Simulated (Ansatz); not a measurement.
# Fe (P6_3/mmc) in Ansatz: further runs

Aim: see how the results for Fe move with the level of theory and the settings. Levels: PBEsol, PBEsol+D3(BJ), PBEsol+D3(BJ)-ATM, PBEsol+D4. Tasks: relaxation of cell and atoms.

Program: Ansatz 0.2.0. These are calculated values, not measurements. Logs are shortened: lines on timing, memory, paths and dates and some standing lists are left out, and cuts for length are marked.

### 1 Starting point

Symmetry: P6_3/mmc, No. 194, hexagonal system. Conventional cell: a = 2.434 Å, b = 2.434 Å, c = 3.842 Å, α = 90.00°, β = 90.00°, γ = 120.00°. Fe (site symmetry -6m2) has 12 Fe at 2.38 to 2.43 Å as nearest neighbours.

This isn't the form of Fe at room conditions, which is bcc.

### 2 Relaxation of cell and atoms, PBEsol, collinear spin, ferromagnetic start

input.yaml reads:

```yaml
crystal:
  lattice:
    - [2.4341575853, 0.0, 0.0]
    - [-1.2170787927, 2.1080423057, 0.0]
    - [0.0, 0.0, 3.84193447]
  atoms:
    - { symbol: Fe, position: [0.6666666667, 0.3333333333, 0.75], spin: 3.0 }
    - { symbol: Fe, position: [0.3333333333, 0.6666666667, 0.25], spin: 3.0 }
hamiltonian:
  xc: pbesol
  pseudopotentials: { kind: paw }
magnetization:
  spin_polarized: true
kpoints:
  mp_grid: { grid: [12, 12, 7] }
scf:
  occupations: { method: fermi_dirac, width: 0.05 }
output:
  forces: true
  stress: true
  eigenvalues: true
  write_density: true
  write_potential: true
  elf: true
  volumetric_format: npy
relax:
  f_tol: 0.01
  max_steps: 40
  cell: { stress_tol: 0.05 }
```

Potentials or basis: Ansatz PAW.

On the command line:

```console
$ ansatz run input.yaml --threads 2 --pin off --max-ram 5632MiB --backend cpu --events-out ev --progress --plain --runs-dir out
```

Standard output:

```text
Warning: RAYON_NUM_THREADS=2 ignored (pool sized by the plan → 2); use --threads N
Engine: ansatz 0.2.0, aarch64-unknown-linux-gnu
Pseudopotentials: kind: paw
Pseudopotential: Fe, paw, valence charge 16, recommended cutoff 420 eV (normal), Fe.paw.azcp
Functional definition: PBEsol
  exchange = pbesol_x
  correlation = pbesol_c
Crystal: 2 atoms, lattice volume = 19.714 Å³
Basis set: ecut = 420 eV, 391 PW (Γ), exchange–correlation on 36×36×54 points (8 copies of the dense FFT grid, shifted against one another)
Bands: 23, of which v1, the nominal top of the filled ones, is band 16 counted from 1 (15 counted from 0)
Symmetry: 24 space group operations
Space group: P63/mmc (ITA 194), of the structure as read, at distance tolerance 2.7e-5 Å
Magnetic group: BNS 194.263 (UNI 1493), of the structure as read, at distance tolerance 2.7e-5 Å
k-points: 76 of 1008
Non-local potential: Fe, projectors of the file, l = 0: 3, l = 1: 2, l = 2: 3, l = 3: 1
PAW form: soft (Blöchl's): semilocal exchange-correlation on the pseudo side does not see the compensation charge
PAW frozen core: Fe, regenerated for the run's functional, and the local potential with it (the file was generated under x = pbe(κ = 0.804, μ = 0.2195149727645171), c = pbe(β = 0.06672455060314922))
PAW one-centre angular grid: Fe, 590 points (default); XC on 64 Gauss nodes
Initial density: superposition of atomic densities (chi_scale 0.1, normalization cell)
Starting moments: Σ|m| = 6 μB on 2 of 2 sites
Initial wavefunctions: pseudopotential atomic-orbital guess
Functional: x = pbesol(κ = 0.804, μ = 0.12345679012345678), c = pbesol(β = 0.046)
SCF iter   1: F=—  HF=-8896.170850 eV  |F-HF|=—  |Δ(HF+E_count)|=         —  Δρ=1.21e-1 (↑1.21e-1 ↓6.54e-2)  dr2=3.67e0  dr2_m=3.93e-1  M=4.683 μB ∫|m|=4.746 μB  β_m=0.30  ethr=3.10e-3  ⟨swp⟩=5.1  Hψ=13265  notcnv=0
Mixer restart at iter 1: flushing history
preconditioner: auto → none  [metal: Δε(μ)=0.001 eV  Ē_g=10.109 eV  σ=0.050 eV  W_gap=0.00  n_scr=2 (ndim 8)  ℏωp=33.5 eV  f_vac=0.000  D(μ)=3.78/eV (n_scr^D=66)  sad-step TF]
SCF iter   2: F=—  HF=-8895.160414 eV  |F-HF|=—  |Δ(HF+E_count)|=    1.01e0  Δρ=4.40e-2 (↑4.40e-2 ↓2.97e-2)  dr2=4.78e-1  dr2_m=1.04e-1  M=4.790 μB ∫|m|=4.854 μB  β_m=0.38  ethr=3.10e-3  ⟨swp⟩=3.3  Hψ=7012  notcnv=0  defer=225
SCF iter   3: F=—  HF=-8895.942531 eV  |F-HF|=—  |Δ(HF+E_count)|=   7.82e-1  Δρ=1.78e-2 (↑1.44e-2 ↓1.78e-2)  dr2=8.36e-3  dr2_m=4.19e-2  M=4.698 μB ∫|m|=4.771 μB  β_m=0.60  ethr=1.49e-3  ⟨swp⟩=2.2  Hψ=4666  notcnv=0  defer=224
SCF iter   4: F=—  HF=-8900.371393 eV  |F-HF|=—  |Δ(HF+E_count)|=         —  Δρ=3.37e-1 (↑3.37e-1 ↓2.81e-1)  dr2=4.26e-1  dr2_m=1.72e1  M=0.182 μB ∫|m|=0.336 μB  β_m=1.00  ethr=2.61e-5  ⟨swp⟩=3.3  Hψ=8416  notcnv=0  defer=226
Mixer restart at iter 4: flushing history
SCF iter   5: F=—  HF=-8898.930914 eV  |F-HF|=—  |Δ(HF+E_count)|=    1.44e0  Δρ=1.00e-1 (↑8.12e-2 ↓1.00e-1)  dr2=3.91e0  dr2_m=1.74e-2  M=0.164 μB ∫|m|=0.203 μB  β_m=0.60  ethr=1.56e-4  ⟨swp⟩=3.9  Hψ=9948  notcnv=0  defer=126
[... 55 lines left out ...]
relax step   4: F+E_penalty+E_count = -8897.76384063 eV  Δ(F+E_penalty+E_count) = +6.816e-5 eV  max|allowed force component| = 1.850e-17 eV/Å  Δτ_max = 0.0000 Å  P = +0.001 GPa  Ω = 19.623 Å³  stress off target by 5.53e-3 GPa  SCF on the basis re-selected at this cell (its energy is not comparable with the rows above)  (8 SCF iters)
basis re-selected at this cell: Δ(F+E_penalty+E_count) = +6.816e-5 eV, ΔP = -0.009 GPa vs the last step (what re-selecting the basis moved, of the pressure what is left beyond the Pulay correction that the steps carried, after the strain that the cell walked since its last selection, with what the two solves' SCF thresholds leave and, on support functions, any second-order correction that the steps lacked; it is no measure of the basis error at this ecutwfc). This SCF's stress stands 5.53e-3 GPa from its target on what of the cell is left free (relax.cell.stress_tol is 5.00e-2 GPa) and its largest allowed force component is 1.85e-17 eV/Å (relax.f_tol is 1.00e-2 eV/Å): within both
SCF converged after 8 iterations
Magnetization: -0.0000 μB (16.0000 up, 16.0000 down)
Absolute magnetization: 0.0000 μB (∫|ρ↑−ρ↓|, with the PAW one-centre terms)
Spin contamination: 0.0000 ħ² per cell (⟨S²⟩ above its minimum at these occupations)
Per-site moments (μB) at R_I (Å): [(-3.2452855809090382e-9, 0.9814576933811144), (-3.2452853533548885e-9, 0.9814576933811144)]
Free energy (F): -8897.763841 eV
Harris-Foulkes:  -8897.763841 eV  (|F-HF|=0.00e0)
Internal energy: -8897.744531 eV  (E = F + TS)
E sigma→0 (E₀):  -8897.754186 eV
Entropy (-TS):   -0.019310 eV (-9.655 meV/atom)
Fermi energy:    21.926059 eV
--- Per-component energies (eV) ---
  E_band       = -326.948302
  E_kinetic    = 713.817922
  E_local      = -3755.981805  (includes V_loc(G=0)·N_el)
  E_nonlocal   = 428.042711
  E_hartree    = 1591.200729
  E_xc         = -238.740400
  E_vxc        = -308.874895  (∫ρ·V_xc dr)
  E_paw        = -2663.940034  (= ΣΔE_a)
  E_vpaw       = -586.355442  (= ΣTr[D̂ρ^β])
  E_aug_tail   = 0.001827  (compensation charges beyond the density's cutoff)
  E_ewald      = -4972.503883
  E_core_change = 0.358403  (= ΣΔE_core)
  E_smearing   = -0.019310  (= −TS)
  E_closure    = 0.000000  (closes the sum)
  Σ components = -8897.763841   (vs F -8897.763841, Δ=0.00e0)
--- Forces (eV/Å), atoms counted from 1 ---
  atom   1  Fe    -0.00000000    -0.00000000     0.00000000
  atom   2  Fe     0.00000000     0.00000000    -0.00000000
  max |Σ_I F_I| component: 9.25e-18 eV/Å
--- Stress (GPa, compression-positive) ---
       -0.001636      -0.000000       0.000000
       -0.000000      -0.001636      -0.000000
        0.000000      -0.000000       0.005531
  P = ⅓ Tr σ = 0.0008 GPa (0.008 kbar)
--- Band table (eV; the first three rows and the last of 152) ---
  k-point 0 ↑: bands = ["-65.1235", "-64.9641", "-31.6373", "-31.0106", "-31.0106", "-30.9006", "-30.9006", "-30.8861", "12.6078", "16.6531", "20.1347", "20.1347", "20.2606", "20.6340", "20.6340", "21.0171", "21.0171", "22.3074", "22.6774", "22.6774", "30.9796", "43.4868", "47.1268"]
  k-point 1 ↑: bands = ["-65.1157", "-64.9720", "-31.6012", "-31.0052", "-31.0052", "-30.9245", "-30.9061", "-30.9061", "12.8442", "16.6221", "20.0458", "20.0458", "20.1733", "20.5411", "20.5411", "21.2193", "21.2193", "21.6230", "22.6731", "22.6731", "32.0651", "43.3261", "46.6123"]
  k-point 2 ↑: bands = ["-65.0936", "-64.9942", "-31.4996", "-31.0314", "-30.9899", "-30.9899", "-30.9214", "-30.9214", "13.5249", "16.3885", "19.9440", "19.9440", "19.9496", "20.3243", "20.3243", "20.4134", "21.6365", "21.6365", "22.6101", "22.6101", "34.5864", "42.7726", "45.2411"]
  k-point 75 ↓: bands = ["-64.9504", "-64.9504", "-31.4631", "-31.4631", "-31.3189", "-31.2656", "-31.0154", "-31.0154", "18.2536", "18.3361", "18.3361", "18.4512", "19.5309", "19.5309", "21.0424", "21.3341", "22.7031", "22.7031", "29.0914", "29.0914", "30.2450", "31.6189", "33.8309"]
--- Relaxed structure (3 steps of the walk, 3 accepted, 1 SCFs on fresh bases) ---
  F+E_penalty+E_count = -8897.76384063 eV   max|allowed force component| = 1.850e-17 eV/Å   (the final SCF, on the basis selected at the relaxed cell)
  cell:  # Å, volume = 19.6231 Å³
    - [2.427409540303018, 2.8787509410248194e-11, -3.615391096922025e-36]
    - [-1.2137047701764394, 2.1021983272767253, -3.927008912153668e-34]
    - [3.59498510562717e-34, -7.3040967225440905e-34, 3.8454761831538335]
  atoms:
    - { symbol: Fe, position: [0.6666666666666665, 0.33333333333333337, 0.75] }
    - { symbol: Fe, position: [0.33333333333333326, 0.6666666666666667, 0.24999999999999997] }
```

v_z.tsv:

```text
# z_ang	v_es[eV]	v_tot_up[eV]	v_tot_dn[eV]
# format = ansatz-planar-average/11
# xc	pbesol
# density_cutoff_ev	1680
# datasets	Fe=:simpson_from_first_knot:soft:shift=-844433
# lattice	2.427409540	0.000000000	-0.000000000
# lattice	-1.213704770	2.102198327	-0.000000000
# lattice	0.000000000	-0.000000000	3.845476183
# sites	2
# site	26	1.213704770	0.700732776	2.884107137
# site	26	-0.000000000	1.401465552	0.961369046
0.000000	1.951402e1	7.684331e0	7.684331e0
0.142425	1.831400e1	6.290424e0	6.290424e0
0.284850	1.515182e1	2.533099e0	2.533099e0
0.427275	1.097107e1	-2.551464e0	-2.551464e0
0.569700	6.825724e0	-7.702376e0	-7.702376e0
0.712125	3.543541e0	-1.188081e1	-1.188081e1
[... 19 lines left out ...]
3.560626	1.515182e1	2.533099e0	2.533099e0
3.703051	1.831400e1	6.290424e0	6.290424e0
```

It took 13 s on 2 threads of Arm Neoverse V2, shared host; peak memory 0.33 GiB.

Results:

```yaml
Free_energy: -8897.7638 eV
Relaxed_volume: 9.81 Å³/atom
Relaxed_cell: a = 2.427 Å, b = 2.427 Å, c = 3.845 Å, α = 90.00°, β = 90.00°, γ = 120.00°
Space_group_after_relaxing_to_0.05_Å: P6_3/mmc (No. 194)
Energy_gained_by_relaxing: 0.3 meV/atom
Ionic_steps: 4
Pressure_after_relaxing: 0.0 GPa
Band_gap_on_the_k_mesh: none (metal or under the smearing width)
Net_moment: 0.00 μB per cell
Absolute_moment: 0.00 μB per cell
```

Step by step:
```csv
step,energy change (eV),largest force (eV/Å),volume (Å³)
1,0.0000,0.0000,19.71
2,-0.0006,0.0000,19.66
3,-0.0008,0.0000,19.62
4,-0.0007,0.0000,19.62
```

Final structure:
```yaml
crystal:
  lattice:
    - [2.42741, 0.00000, 0.00000]
    - [-1.21370, 2.10220, 0.00000]
    - [0.00000, 0.00000, 3.84548]
  atoms:
    - { symbol: Fe, position: [0.66667, 0.33333, 0.75000] }
    - { symbol: Fe, position: [0.33333, 0.66667, 0.25000] }
```

Caveat: the starting moments collapsed, and a magnetic state may lie lower; the plane-wave basis is chosen anew once the cell has moved, so the energies of steps on either side of that aren't comparable; the PAW data sets come from PBE, with cores solved anew for the run's functional, which leaves a small shift of forces and pressure; the starting moments weren't kept.

### 3 Relaxation of cell and atoms, PBEsol+D3(BJ), collinear spin, ferromagnetic start

Edit input.yaml of step 2 so:

```diff
@@ -11,2 +11,3 @@
   pseudopotentials: { kind: paw }
+  dispersion: d3bj
 magnetization:
@@ -21,6 +22,2 @@
   eigenvalues: true
-  write_density: true
-  write_potential: true
-  elf: true
-  volumetric_format: npy
 relax:
```

Potentials or basis: Ansatz PAW.

On the command line:

```console
$ ansatz run input.yaml --threads 2 --pin off --max-ram 5632MiB --backend cpu --events-out ev --progress --plain --runs-dir out
```

Standard output:

```text
Warning: RAYON_NUM_THREADS=2 ignored (pool sized by the plan → 2); use --threads N
[... 6 set-up lines as earlier in the session ...]
Crystal: 2 atoms, lattice volume = 19.714 Å³
Basis set: ecut = 420 eV, 391 PW (Γ), exchange–correlation on 36×36×54 points (8 copies of the dense FFT grid, shifted against one another)
Bands: 23, of which v1, the nominal top of the filled ones, is band 16 counted from 1 (15 counted from 0)
[... 2 set-up lines as earlier in the session ...]
Magnetic group: BNS 194.263 (UNI 1493), of the structure as read, at distance tolerance 2.7e-5 Å
k-points: 76 of 1008
[... 5 set-up lines as earlier in the session ...]
Starting moments: Σ|m| = 6 μB on 2 of 2 sites
[... 2 set-up lines as earlier in the session ...]
SCF iter   1: F=—  HF=-8896.936713 eV  |F-HF|=—  |Δ(HF+E_count)|=         —  Δρ=1.21e-1 (↑1.21e-1 ↓6.54e-2)  dr2=3.67e0  dr2_m=3.93e-1  M=4.683 μB ∫|m|=4.746 μB  β_m=0.30  ethr=3.10e-3  ⟨swp⟩=5.1  Hψ=13265  notcnv=0
Mixer restart at iter 1: flushing history
preconditioner: auto → none  [metal: Δε(μ)=0.001 eV  Ē_g=10.109 eV  σ=0.050 eV  W_gap=0.00  n_scr=2 (ndim 8)  ℏωp=33.5 eV  f_vac=0.000  D(μ)=3.78/eV (n_scr^D=66)  sad-step TF]
SCF iter   2: F=—  HF=-8895.926277 eV  |F-HF|=—  |Δ(HF+E_count)|=    1.01e0  Δρ=4.40e-2 (↑4.40e-2 ↓2.97e-2)  dr2=4.78e-1  dr2_m=1.04e-1  M=4.790 μB ∫|m|=4.854 μB  β_m=0.38  ethr=3.10e-3  ⟨swp⟩=3.3  Hψ=7012  notcnv=0  defer=225
SCF iter   3: F=—  HF=-8896.708395 eV  |F-HF|=—  |Δ(HF+E_count)|=   7.82e-1  Δρ=1.78e-2 (↑1.44e-2 ↓1.78e-2)  dr2=8.36e-3  dr2_m=4.19e-2  M=4.698 μB ∫|m|=4.771 μB  β_m=0.60  ethr=1.49e-3  ⟨swp⟩=2.2  Hψ=4666  notcnv=0  defer=224
SCF iter   4: F=—  HF=-8901.137256 eV  |F-HF|=—  |Δ(HF+E_count)|=         —  Δρ=3.37e-1 (↑3.37e-1 ↓2.81e-1)  dr2=4.26e-1  dr2_m=1.72e1  M=0.182 μB ∫|m|=0.336 μB  β_m=1.00  ethr=2.61e-5  ⟨swp⟩=3.3  Hψ=8416  notcnv=0  defer=226
Mixer restart at iter 4: flushing history
[... 85 lines left out ...]
Free energy (F): -8898.540895 eV
Harris-Foulkes:  -8898.540895 eV  (|F-HF|=0.00e0)
Internal energy: -8898.522124 eV  (E = F + TS)
E sigma→0 (E₀):  -8898.531509 eV
Entropy (-TS):   -0.018771 eV (-9.385 meV/atom)
Fermi energy:    22.439392 eV
--- Per-component energies (eV) ---
  E_band       = -311.972429
  E_kinetic    = 715.471412
  E_local      = -3707.479715  (includes V_loc(G=0)·N_el)
  E_nonlocal   = 427.739556
  E_hartree    = 1574.128084
  E_xc         = -239.279292
  E_vxc        = -309.592829  (∫ρ·V_xc dr)
  E_paw        = -2663.956230  (= ΣΔE_a)
  E_vpaw       = -586.369198  (= ΣTr[D̂ρ^β])
  E_aug_tail   = 0.002162  (compensation charges beyond the density's cutoff)
  E_ewald      = -5004.721891
  E_disp       = -0.784614  (pairwise vdW)
  E_core_change = 0.358403  (= ΣΔE_core)
  E_smearing   = -0.018771  (= −TS)
  E_closure    = -0.000000  (closes the sum)
  Σ components = -8898.540895   (vs F -8898.540895, Δ=0.00e0)
--- Forces (eV/Å), atoms counted from 1 ---
  atom   1  Fe     0.00000000     0.00000000    -0.00000000
  atom   2  Fe    -0.00000000     0.00000000     0.00000000
  max |Σ_I F_I| component: 2.78e-17 eV/Å
--- Stress (GPa, compression-positive) ---
       -0.036938       0.000000       0.000000
        0.000000      -0.036938       0.000000
        0.000000       0.000000      -0.026084
  P = ⅓ Tr σ = -0.0333 GPa (-0.333 kbar)
--- Band table (eV; the first three rows and the last of 152) ---
  k-point 0 ↑: bands = ["-64.6448", "-64.4726", "-31.1789", "-30.5117", "-30.5117", "-30.3954", "-30.3954", "-30.3795", "13.0086", "17.0428", "20.5949", "20.5949", "20.7217", "21.1088", "21.1088", "21.5065", "21.5065", "22.8242", "23.2109", "23.2109", "31.6917", "44.1394", "47.8376"]
  k-point 1 ↑: bands = ["-64.6363", "-64.4811", "-31.1406", "-30.5059", "-30.5059", "-30.4204", "-30.4011", "-30.4011", "13.2487", "17.0165", "20.5044", "20.5044", "20.6321", "21.0134", "21.0134", "21.7137", "21.7137", "22.1334", "23.2066", "23.2066", "32.7800", "43.9697", "47.3141"]
  k-point 2 ↑: bands = ["-64.6125", "-64.5051", "-31.0326", "-30.5343", "-30.4898", "-30.4898", "-30.4173", "-30.4173", "13.9389", "16.7980", "20.4005", "20.4005", "20.4027", "20.7908", "20.7908", "20.8998", "22.1419", "22.1419", "23.1423", "23.1423", "35.3121", "43.4144", "46.0013"]
  k-point 75 ↓: bands = ["-64.4572", "-64.4572", "-30.9941", "-30.9941", "-30.8416", "-30.7848", "-30.5171", "-30.5171", "18.6661", "18.7552", "18.7552", "18.8730", "19.9860", "19.9860", "21.5274", "21.8269", "23.2387", "23.2387", "29.7495", "29.7495", "30.9087", "32.2961", "34.5860"]
--- Relaxed structure (4 steps of the walk, 4 accepted, 1 SCFs on fresh bases) ---
  F+E_penalty+E_count = -8898.54089461 eV   max|allowed force component| = 2.313e-17 eV/Å   (the final SCF, on the basis selected at the relaxed cell)
  cell:  # Å, volume = 19.2468 Å³
    - [2.4113694007115143, 2.8597284602306363e-11, 1.4461564373624704e-35]
    - [-1.2056847003805231, 2.08830715891033, 5.438288310705013e-34]
    - [-2.2825302257950283e-35, 1.0043132993498127e-33, 3.822082869554214]
  atoms:
    - { symbol: Fe, position: [0.6666666666666667, 0.33333333333333337, 0.75] }
    - { symbol: Fe, position: [0.33333333333333337, 0.6666666666666667, 0.24999999999999997] }
```

It took 17 s on 2 threads of Arm Neoverse V2, shared host; peak memory 0.33 GiB.

Results:

| Item | Value |
| --- | --- |
| Free energy | -8898.5409 eV |
| Relaxed volume | 9.62 Å³/atom |
| Relaxed cell | a = 2.411 Å, b = 2.411 Å, c = 3.822 Å, α = 90.00°, β = 90.00°, γ = 120.00° |
| Space group after relaxing (to 0.05 Å) | P6_3/mmc (No. 194) |
| Energy gained by relaxing | 5.9 meV/atom |
| Ionic steps | 5 |
| Pressure after relaxing | 0.0 GPa |
| Band gap on the k mesh | none (metal or under the smearing width) |
| Net moment | 0.00 μB per cell |
| Absolute moment | 0.00 μB per cell |

The path:
```tsv
step	energy change (eV)	largest force (eV/Å)	volume (Å³)
1	0.0000	0.0000	19.71
2	-0.0098	0.0000	19.45
3	-0.0122	0.0000	19.24
4	-0.0122	0.0000	19.25
5	-0.0119	0.0000	19.25
```

Final structure:
```
Fe
1.0
     2.41137    0.00000    0.00000
    -1.20568    2.08831    0.00000
     0.00000    0.00000    3.82208
Fe
2
Direct
  0.66667 0.33333 0.75000
  0.33333 0.66667 0.25000
```

Caveat: the starting moments collapsed, and a magnetic state may lie lower; the plane-wave basis is chosen anew once the cell has moved, so the energies of steps on either side of that aren't comparable; pairwise dispersion overbinds metals, which lowers pressure and volume; the PAW data sets come from PBE, with cores solved anew for the run's functional, which leaves a small shift of forces and pressure; the starting moments weren't kept.

(Part 1 of 2 ends here.)
